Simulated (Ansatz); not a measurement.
Here is an Ansatz 0.2.0 calculation.

The input input.yaml:

```yaml
crystal:
  lattice:
    - [0.0, 1.9609, 1.9609]
    - [1.9609, 0.0, 1.9609]
    - [1.9609, 1.9609, 0.0]
  atoms:
    - { symbol: Pt, position: [0.0, 0.0, 0.0] }
kpoints:
  mp_grid: { grid: [12, 12, 12] }
  band_path:
    path:
      - [0.0, 0.0, 0.0]
      - [0.5, 0.0, 0.5]
      - [0.5, 0.25, 0.75]
      - [0.375, 0.375, 0.75]
      - [0.0, 0.0, 0.0]
      - [0.5, 0.5, 0.5]
      - [0.625, 0.25, 0.625]
      - [0.5, 0.25, 0.75]
    npoints: 12
scf:
  occupations: { method: fermi_dirac, width: 0.05 }
hamiltonian:
  xc: rpbe
  pseudopotentials: { kind: all_electron, lapw: { basis_error: 0.001 } }
output:
  forces: true
  stress: true
  eigenvalues: true
```

Potentials or basis: all-electron LAPW, scalar-relativistic.

Command:

```console
$ ansatz run input.yaml --threads 1 --pin off --max-ram 3072MiB --backend cpu --events-out ev --progress --plain --runs-dir out
```

Task: Estimate the pressure.

Result: 14.5 GPa.

Task: Estimate the band gap along the path.

Result: None (metal or under the smearing width).

Levels at the corners of the path, in eV from the Fermi level:
```tsv
point	band 18	band 19	band 20	band 21	band 22	band 23	band 24	band 25
Γ	-3.81	-3.81	-3.81	-1.66	-1.66	14.58	19.55	19.55
X	-6.65	-0.02	0.48	0.48	1.77	8.91	11.40	11.40
W	-4.58	-4.58	-2.03	0.48	7.15	8.28	8.28	12.02
K	-5.50	-2.88	-1.34	-0.18	5.76	6.72	10.11	14.68
Γ	-3.81	-3.81	-3.81	-1.66	-1.66	14.58	19.55	19.55
L	-3.88	-3.88	-0.50	0.02	0.02	5.86	14.16	18.97
U	-5.50	-2.88	-1.34	-0.18	5.76	6.72	10.11	14.68
W	-4.58	-4.58	-2.03	0.48	7.15	8.28	8.28	12.02
```

Caveat: spin-orbit coupling is left out, which moves the levels of the heavy elements.
